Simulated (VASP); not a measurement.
# Li2O (Fm-3m) in VASP: further runs

One crystal, Li2O, is run at these levels: r2SCAN; tasks: single point.

Program: VASP 6.6.1. These are calculated values, not measurements. Logs are shortened: lines on timing, memory, paths and dates and some standing lists are left out, and cuts for length are marked.

## (1) Starting point

The structure is cubic, space group Fm-3m (No. 225). Conventional cell: a = 4.573 Å, b = 4.573 Å, c = 4.573 Å, α = 90.00°, β = 90.00°, γ = 90.00°. Li (site symmetry -43m) has 4 O at 1.98 Å as nearest neighbours. Around O (site symmetry m-3m) lie 8 Li at 1.98 Å.

## (2) Single point, r2SCAN

POSCAR

```
Li2O
1.0
    0.0000000000      2.2863730496      2.2863730496
    2.2863730496      0.0000000000      2.2863730496
    2.2863730496      2.2863730496      0.0000000000
Li O
2 1
Direct
    0.2500000000      0.2500000000      0.2500000000
    0.7500000000      0.7500000000      0.7500000000
    0.0000000000      0.0000000000      0.0000000000
```

INCAR.step1

```
  PREC = Accurate
  ENCUT = 520
  ISMEAR = -5
  SIGMA = 0.02
  LREAL = False
  LASPH = True
  NELM = 80
  GGA = PE
  ALGO = Normal
  EDIFF = 1E-4
  LWAVE = True
  LCHARG = False
```

INCAR.step2

```
  PREC = Accurate
  ENCUT = 520
  EDIFF = 1E-6
  ISMEAR = 0
  SIGMA = 0.02
  LREAL = False
  LASPH = True
  NELM = 80
  ALGO = Normal
  ISIF = 2
  LWAVE = False
  LCHARG = False
  METAGGA = R2SCAN
  LMIXTAU = True
  LORBIT = 11
  ISTART = 1
```

KPOINTS

```
regular mesh
0
Gamma
  8 8 8
```

Potentials or basis: VASP PAW PBE potentials, release 64 (Li_sv, O).

Run with:

```
cat potpaw_PBE.64/Li_sv/POTCAR potpaw_PBE.64/O/POTCAR > POTCAR
cp INCAR.step1 INCAR
mpirun -np 1 vasp_std > vasp.out
cp INCAR.step2 INCAR
mpirun -np 1 vasp_std > vasp.out
```

OUTCAR:

```text
PREC = Accurate
   ENCUT = 520
   EDIFF = 1E-6
   ISMEAR = 0
   LREAL = False
   LASPH = True
   NELM = 80
   ISIF = 2
   METAGGA = R2SCAN
   LORBIT = 11
   ISTART = 1

 ion  position               nearest neighbor table
   1  0.250  0.250  0.250-   3 1.98   3 1.98   3 1.98   3 1.98   2 2.29   2 2.29   2 2.29   2 2.29
                             2 2.29   2 2.29
   2  0.750  0.750  0.750-   3 1.98   3 1.98   3 1.98   3 1.98   1 2.29   1 2.29   1 2.29   1 2.29
                             1 2.29   1 2.29
   3  0.000  0.000  0.000-   2 1.98   2 1.98   2 1.98   1 1.98   2 1.98   1 1.98   1 1.98   1 1.98

  LATTYP: Found a face centered cubic cell.
 ALAT       =     4.5727460992

  Lattice vectors:

 A1 = (   0.0000000000,   2.2863730496,   2.2863730496)
 A2 = (   2.2863730496,   0.0000000000,   2.2863730496)
 A3 = (   2.2863730496,   2.2863730496,   0.0000000000)

Analysis of symmetry for initial positions (statically):
=====================================================================
 Subroutine PRICEL returns:
 Original cell was already a primitive cell.

 Routine SETGRP: Setting up the symmetry group for a
 face centered cubic supercell.

 Subroutine GETGRP returns: Found 48 space group operations
 (whereof 48 operations were pure point group operations)
 out of a pool of 48 trial point group operations.

The static configuration has the point symmetry O_h .

Analysis of symmetry for dynamics (positions and initial velocities):
=====================================================================
 Subroutine PRICEL returns:
 Original cell was already a primitive cell.

 Routine SETGRP: Setting up the symmetry group for a
 face centered cubic supercell.

 Subroutine GETGRP returns: Found 48 space group operations
 (whereof 48 operations were pure point group operations)
 out of a pool of 48 trial point group operations.

The dynamic configuration has the point symmetry O_h .

 Subroutine INISYM returns: Found 48 space group operations
 (whereof 48 operations are pure point group operations),
 and found     1 'primitive' translations

----------------------------------------------------------------------------------------

                                     Primitive cell

  volume of cell :      23.9040

  direct lattice vectors                    reciprocal lattice vectors
     0.000000000  2.286373050  2.286373050    -0.218686972  0.218686972  0.218686972
     2.286373050  0.000000000  2.286373050     0.218686972 -0.218686972  0.218686972
     2.286373050  2.286373050  0.000000000     0.218686972  0.218686972 -0.218686972

  length of vectors
     3.233419775  3.233419775  3.233419775     0.378776947  0.378776947  0.378776947

  position of ions in fractional coordinates (direct lattice)
     0.250000000  0.250000000  0.250000000
     0.750000000  0.750000000  0.750000000
     0.000000000  0.000000000  0.000000000

  ion indices of the primitive-cell ions
   primitive index   ion index
                 1           1
                 2           2
                 3           3

----------------------------------------------------------------------------------------

 KPOINTS: regular mesh

Automatic generation of k-mesh.
 Grid dimensions read from file:
 generate k-points for:    8    8    8

 Generating k-lattice:

  Cartesian coordinates                     Fractional coordinates (reciprocal lattice)
    -0.027335872  0.027335872  0.027335872     0.125000000  0.000000000  0.000000000
     0.027335872 -0.027335872  0.027335872     0.000000000  0.125000000  0.000000000
     0.027335872  0.027335872 -0.027335872     0.000000000  0.000000000  0.125000000

  Length of vectors
     0.047347118  0.047347118  0.047347118

  Shift w.r.t. Gamma in fractional coordinates (k-lattice)
     0.000000000  0.000000000  0.000000000

 Subroutine IBZKPT returns following result:
 ===========================================

 Found     29 irreducible k-points:

 Following reciprocal coordinates:
            Coordinates               Weight
  0.000000  0.000000  0.000000      1.000000
  0.125000  0.000000  0.000000      8.000000
  0.250000  0.000000  0.000000      8.000000
  0.375000  0.000000  0.000000      8.000000
  0.500000  0.000000  0.000000      4.000000
  0.125000  0.125000  0.000000      6.000000
[... 16 lines left out ...]
  0.500000  0.250000  0.125000     48.000000
 -0.375000  0.250000  0.125000     24.000000
 [... further k-points ...]
   k-points           NKPTS =     29   k-points in BZ     NKDIM =     29   number of bands    NBANDS=     10
   number of dos      NEDOS =    301   number of ions     NIONS =      3
   total plane-waves  NPLWV =  13824
   dimension x,y,z NGX =    24 NGY =   24 NGZ =   24
   dimension x,y,z NGXF=    48 NGYF=   48 NGZF=   48
   ions per type =               2   1
   NGX,Y,Z   is equivalent  to a cutoff of  12.34, 12.34, 12.34 a.u.
   NGXF,Y,Z  is equivalent  to a cutoff of  24.68, 24.68, 24.68 a.u.
 SYSTEM =  unknown system
   PREC   = accura    normal or accurate (medium, high low for compatibility)
   ISTART =      1    job   : 0-new  1-cont  2-samecut
   ICHARG =      0    charge: 1-file 2-atom 10-const
   ISPIN  =      1    spin polarized calculation?
   LNONCOLLINEAR =      F non collinear calculations
   LSORBIT =      F    spin-orbit coupling
   LASPH  =      T    aspherical Exc in radial PAW
   ENCUT  =  520.0 eV  38.22 Ry    6.18 a.u.   6.01  6.01  6.01*2*pi/ulx,y,z
   NELM   =     80;   NELMIN=  2; NELMDL=  0     # of ELM steps
   EDIFF  = 0.1E-05   stopping-criterion for ELM
   LREAL  =      F    real-space projection
   EDIFFG = 0.1E-04   stopping-criterion for IOM
   NSW    =      0    number of steps for IOM
   IBRION =     -1    ionic relax: 0-MD 1-quasi-New 2-CG
   NFREE  =      0    steps in history (QN), initial steepest desc. (CG)
   ISIF   =      2    stress and relaxation
   ISYM   =      2    0-nonsym 1-usesym 2-fastsym
   POTIM  = 0.5000    time-step for ionic-motion
   TEBEG  =    0.0;   TEEND  =   0.0 temperature during run
   PSTRESS=    0.0 pullay stress
   NELECT =      12.0000    total number of electrons
   NUPDOWN=      -1.0000    fix difference up-down
   EMIN   =  10.00;   EMAX   =-10.00  energy-range for DOS
   EFERMI =   0.00;   METHOD = LEGACY
   ISMEAR =     0;   SIGMA  =   0.02  broadening in eV -4-tet -1-fermi 0-gaus
   EFERMI_NEDOS =   21; number of points for ismear=-14 and -15
   IALGO  =     38    algorithm
   IMIX   =      4    mixing-type and parameters
     AMIX     =   0.40;   BMIX     =  1.00
     AMIX_MAG =   1.60;   BMIX_MAG =  1.00
  volume/ion in A,a.u.               =       7.97        53.77
  Fermi-wavevector in a.u.,A,eV,Ry     =   1.301102  2.458727 23.032861  1.692868
  Thomas-Fermi vector in A             =   2.432258
   LORBIT       =     11    0 simple, 1 ext, 2 COOP (PROOUT), +10 PAW based schemes
   METAGGA = R2SCAN    functional components
   LHFCALC =     F    Hartree Fock is set to
   AEXX    =    0.0000 exact exchange contribution
   IVDW    =     0    specifies the selected vdW correction
   LEPSILON=     F    determine dielectric tensor
   LRPA    =     F    only Hartree local field effects (RPA)
 non-spin polarized calculation
 Gauss-broadening in eV      SIGMA  =   0.02
  energy-cutoff  :      520.00
  volume of cell :       23.90
 maximum number of plane-waves:       660
   NGX = 13   NGY = 13   NGZ = 13

 number of electron      11.9999988 magnetization

 Free energy of the ion-electron system (eV)
  ---------------------------------------------------
  ext. energy  EPLUGINS =         0.00000000
  ---------------------------------------------------
  free energy    TOTEN  =       -16.82934311 eV

  energy without entropy =      -16.82934311  energy(sigma->0) =      -16.82934311

 E-fermi :   1.2907     XC(G=0): -10.4134

 val. band max:        1.1036594879   @ k =   0.0000   0.0000   0.0000
 cond. band min:       6.8288999604   @ k =   0.5000   0.5000   0.0000
 fundamental gap:      5.7252404725
 Fermi energy:         1.2907419595

 k-point     1 :       0.0000    0.0000    0.0000
  band No.  band energies     occupation
      1     -43.1550      2.00000
      2     -42.8034      2.00000
      3     -15.3154      2.00000
      4       1.1037      2.00000
      5       1.1037      2.00000
      6       1.1037      2.00000
      7       7.4516      0.00000
      8      14.3912      0.00000
      9      14.3912      0.00000
     10      14.3916      0.00000

 k-point     2 :       0.1250    0.0000    0.0000
  band No.  band energies     occupation
      1     -43.1391      2.00000
      2     -42.8148      2.00000
      3     -15.2882      2.00000
      4       0.6018      2.00000
      5       1.0298      2.00000
      6       1.0298      2.00000
      7       7.8563      0.00000
      8      14.4248      0.00000
      9      14.6156      0.00000
     10      14.6159      0.00000

 k-point     3 :       0.2500    0.0000    0.0000
  band No.  band energies     occupation
      1     -43.0955      2.00000
      2     -42.8478      2.00000
      3     -15.2193      2.00000
      4      -0.4447      2.00000
      5       0.8614      2.00000
      6       0.8614      2.00000
      7       8.8580      0.00000
      8      14.2115      0.00000
      9      14.8292      0.00000
     10      14.8294      0.00000
[... 248 lines left out ...]
 k-point    23 :       0.5000    0.2500    0.1250
  band No.  band energies     occupation
      1     -43.0167      2.00000
      2     -42.9095      2.00000
      3     -15.1131      2.00000
      4      -1.1234      2.00000
      5       0.0562      2.00000
      6       0.4494      2.00000
      7       9.5125      0.00000
      8      13.1282      0.00000
      9      15.6080      0.00000
     10      16.0416      0.00000

 k-point    24 :      -0.3750    0.2500    0.1250
  band No.  band energies     occupation
      1     -42.9617      2.00000
      2     -42.9609      2.00000
      3     -15.0877      2.00000
      4      -1.3756      2.00000
      5       0.0893      2.00000
      6       0.2754      2.00000
      7       9.9609      0.00000
      8      12.6730      0.00000
      9      15.5154      0.00000
     10      15.9848      0.00000

 [... further k-points ...]
[... 5 lines left out ...]
  --------------------------------------------------------------------------------------
  -------------------------------------------------------------------------------------
  Total        0.0322750      0.0322750      0.0322750      0.0000000      0.0000000     -0.0000000
  in kB        2.1632441      2.1632441      2.1632441      0.0000000      0.0000000     -0.0000000
  external PRESSURE =       2.1632441 kB  Pullay stress =       0.0000000 kB

 VOLUME and BASIS-vectors are now :
 -----------------------------------------------------------------------------
  energy-cutoff  :      520.00
  volume of cell :       23.90
      direct lattice vectors                 reciprocal lattice vectors
     0.000000000  2.286373050  2.286373050    -0.218686972  0.218686972  0.218686972
     2.286373050  0.000000000  2.286373050     0.218686972 -0.218686972  0.218686972
     2.286373050  2.286373050  0.000000000     0.218686972  0.218686972 -0.218686972

 POSITION                                       TOTAL-FORCE (eV/Angst)
 -----------------------------------------------------------------------------------
      1.14319      1.14319      1.14319         0.000000     -0.000000     -0.000000
      3.42956      3.42956      3.42956        -0.000000      0.000000      0.000000
      0.00000      0.00000      0.00000        -0.000000      0.000000     -0.000000
 -----------------------------------------------------------------------------------
    total drift:                               -0.000000      0.000000      0.000000

  FREE ENERGIE OF THE ION-ELECTRON SYSTEM (eV)
  ---------------------------------------------------
  free  energy   TOTEN  =       -16.8293431087 eV

  energy  without entropy=      -16.8293431087  energy(sigma->0) =      -16.82934311

 total charge

# of ion       s       p       d       tot
------------------------------------------
    1        2.033   0.036   0.000   2.070
    2        2.033   0.036   0.000   2.070
    3        1.538   3.538   0.000   5.076
--------------------------------------------------
tot          5.604   3.611   0.000   9.215
```

Wall time 13 s (1 thread of Intel Xeon 6975P-C (Granite Rapids), shared host); peak memory 0.13 GiB.

What came out:

```yaml
Free_energy: -16.8293 eV
Band_gap_on_the_k_mesh: 5.73 eV, indirect (least direct gap 6.35 eV)
Valence_electrons_inside_the_program's_atomic_spheres: Li 2.07; O 5.08
```

Levels at points of the mesh, in eV from the valence-band top:
| k point | band 3 | band 4 | band 5 | band 6 | band 7 | band 8 | band 9 | band 10 |
| --- | --- | --- | --- | --- | --- | --- | --- | --- |
| (0.00, 0.00, 0.00) | -16.42 | 0.00 | 0.00 | 0.00 | 6.35 | 13.29 | 13.29 | 13.29 |
| (0.50, 0.00, 0.00) | -16.22 | -2.79 | -0.46 | -0.46 | 10.29 | 11.19 | 13.23 | 13.23 |
| (0.50, 0.50, 0.00) | -16.18 | -1.58 | -1.43 | -1.43 | 5.73 | 15.05 | 15.05 | 16.47 |

Caveat: the cutoff is under 1.25 times the usual one of these potentials, so pressure, stress and relaxed cells hold a basis-set (Pulay) error; the PAW data sets were made with another functional, which shifts forces and pressure a little. r2SCAN opens gaps a little over a GGA but as a rule still falls short of measured ones.

(Continued in part 2 of 2.)
